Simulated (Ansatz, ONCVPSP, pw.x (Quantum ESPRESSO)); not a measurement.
## zirconium (Zr): does the ONCV potential hold in the solid?

```
Element                 : Zr (Z = 40)
Generator               : ONCVPSP 4.0.1.1 (patched build)
Type                    : optimised norm-conserving Vanderbilt (ONCV)
Functional              : PBE
Relativity              : scalar-relativistic
Frozen core             : [Kr]
Valence charge          : 4
Reference configuration : 4d2 5s2
Partial waves           : 5s: rc 3.50 bohr, ncon 4, nbas 7, qcut 1.7 1/bohr, 3 projectors, debl 2.6 Ha; p scattering state at 0.06 Ha: rc 3.25 bohr, ncon 4, nbas 9, qcut 2.4 1/bohr, 2 projectors, debl 2.4 Ha; 4d: rc 2.50 bohr, ncon 3, nbas 8, qcut 5.2 1/bohr, 3 projectors, debl 2.6 Ha
Local potential         : polynomial inside 1.90 bohr (lpopt 5, dvloc0 2.5 Ha)
Core correction         : Teter function, parameters optimised by the program
```

In the p channel the program set the typed energies aside and used 0.050, 2.450 Ha.

Atomic tests: cutoffs needed: 10 Ha and 12 Ha (the cutoffs (Ha) at which the residual kinetic energy of the hardest occupied pseudo-wave falls to 1 and 0.1 mHa per electron) The cutoffs count occupied waves only; projector 2 of the p channel, the hardest unoccupied one, needs 28 Ha at the loose tolerance.; ghost test: no bound ghost flagged; GHOST(+) flagged for p at 77.8 eV, s at 122.4 eV; largest excitation error: -419 meV (all-electron minus pseudo) for 4d1 5s0, out of 4 test configurations.

Crystal test: fcc Zr in pw.x 7.5, no spin, 13³ k-points, Fermi–Dirac smearing 0.01 Ry, cutoffs 50/200 Ry. The reference is all-electron LAPW (Ansatz 0.2.0) with the same functional, mesh and smearing; V0 and B0 come from Birch–Murnaghan fits to the pressures at five volumes. Errors are pseudo minus all-electron; Δ is the rms difference of the E(V) curves that follow from these fits, minima aligned, over ±6 % about the mean V0. Mesh and smearing are coarse, so the numbers serve the comparison and aren't converged zero-temperature values; the lattice is a test structure that the element need not adopt.

All-electron: a0 = 4.534 Å (V0 = 23.31 Å³/atom), B0 = 89.0 GPa.

**Question.** How far does the potential miss the all-electron equation of state?

**Answer.** mean pressure error (GPa): -2.72; a0 (Å): 4.489; a0 error (%): -1.01; B0 error (%): +5.2; Δ (meV/atom): 13.8. The largest radius (3.50 bohr) exceeds half the bond length (3.03 bohr), so the spheres overlap, which is one possible source of error among others. This is a poor potential for the solid.

| V (Å³/atom) | P all-electron (GPa) | P pseudo (GPa) |
| --- | --- | --- |
| 22.068 | 5.32 | 2.38 |
| 22.648 | 2.68 | -0.15 |
| 23.229 | 0.31 | -2.41 |
| 23.810 | -1.83 | -4.44 |
| 24.390 | -3.75 | -6.25 |

**Question.** At the middle volume, how do free energy and pressure move when the wave cutoff is lowered (ecutrho kept at four times it)?

**Answer.**

| cutoff (Ry) | shift of F (meV/atom) | shift of P (GPa) |
| --- | --- | --- |
| 22 | +15.0 | -0.79 |
| 30 | +0.8 | +0.01 |
| 40 | +0.2 | +0.00 |

Input at the middle volume:

```
&control
  calculation='scf', prefix='x', pseudo_dir='./', outdir='./tmp', tstress=.true., disk_io='none'
/
&system
  ibrav=0, nat=1, ntyp=1, ecutwfc=50, ecutrho=200, nbnd=9,
  occupations='smearing', smearing='fd', degauss=0.01
/
&electrons
  conv_thr=1e-09, mixing_beta=0.4, electron_maxstep=70
/
ATOMIC_SPECIES
Zr 1.0 Zr.UPF
CELL_PARAMETERS angstrom
  0.00000000 2.26464521 2.26464521
  2.26464521 0.00000000 2.26464521
  2.26464521 2.26464521 0.00000000
ATOMIC_POSITIONS crystal
Zr 0.0000 0.0000 0.0000
K_POINTS automatic
13 13 13 0 0 0
```

```bash
pw.x < Zr.scf.in > Zr.scf.out
```

Lines of the output:

```
Message from routine setup:
     using ibrav=0 with symmetry is DISCOURAGED, use correct ibrav instead
     lattice parameter (alat)  =       6.0522  a.u.
     unit-cell volume          =     156.7571 (a.u.)^3
     number of electrons       =         4.00
     number of Kohn-Sham states=            9
     kinetic-energy cutoff     =      50.0000  Ry
     charge density cutoff     =     200.0000  Ry
     scf convergence threshold =      1.0E-09
     Exchange-correlation= PBE
     number of k points=    84  Fermi-Dirac smearing, width (Ry)=  0.0100
     iteration #  1     ecut=    50.00 Ry     beta= 0.40
     total energy              =     -13.61857449 Ry
     estimated scf accuracy    <       0.01703940 Ry
     iteration #  2     ecut=    50.00 Ry     beta= 0.40
     total energy              =     -13.61723538 Ry
     estimated scf accuracy    <       0.00359211 Ry
     iteration #  3     ecut=    50.00 Ry     beta= 0.40
     total energy              =     -13.61781539 Ry
     estimated scf accuracy    <       0.00004813 Ry
     iteration #  4     ecut=    50.00 Ry     beta= 0.40
     c_bands:  1 eigenvalues not converged
     total energy              =     -13.61782349 Ry
     estimated scf accuracy    <       0.00001826 Ry
     iteration #  5     ecut=    50.00 Ry     beta= 0.40
     total energy              =     -13.61782662 Ry
     estimated scf accuracy    <       0.00000085 Ry
     iteration #  6     ecut=    50.00 Ry     beta= 0.40
     total energy              =     -13.61782683 Ry
     estimated scf accuracy    <          7.2E-09 Ry
     iteration #  7     ecut=    50.00 Ry     beta= 0.40
     total energy              =     -13.61782684 Ry
     estimated scf accuracy    <       0.00000002 Ry
     iteration #  8     ecut=    50.00 Ry     beta= 0.40
     total energy              =     -13.61782684 Ry
     estimated scf accuracy    <          4.0E-09 Ry
     iteration #  9     ecut=    50.00 Ry     beta= 0.40
     the Fermi energy is     8.0556 ev
!    total energy              =     -13.61782684 Ry
     estimated scf accuracy    <          3.3E-11 Ry
     smearing contrib. (-TS)   =      -0.00678411 Ry
     The total energy is F=E-TS. E is the sum of the following terms:
     one-electron contribution =       5.30924031 Ry
     hartree contribution      =       0.02357942 Ry
     xc contribution           =     -10.37314406 Ry
     ewald contribution        =      -8.57071838 Ry
     convergence has been achieved in   9 iterations
          total   stress  (Ry/bohr**3)                   (kbar)     P=      -24.09
     Message from routine punch:
     Nothing written, as per user request (disk_io='none')
```

The run at the middle volume (84 k-points, 9 iterations) took about 21 s on one core of a shared host (Neoverse-N1, 64 threads, 124 GiB, load 52).
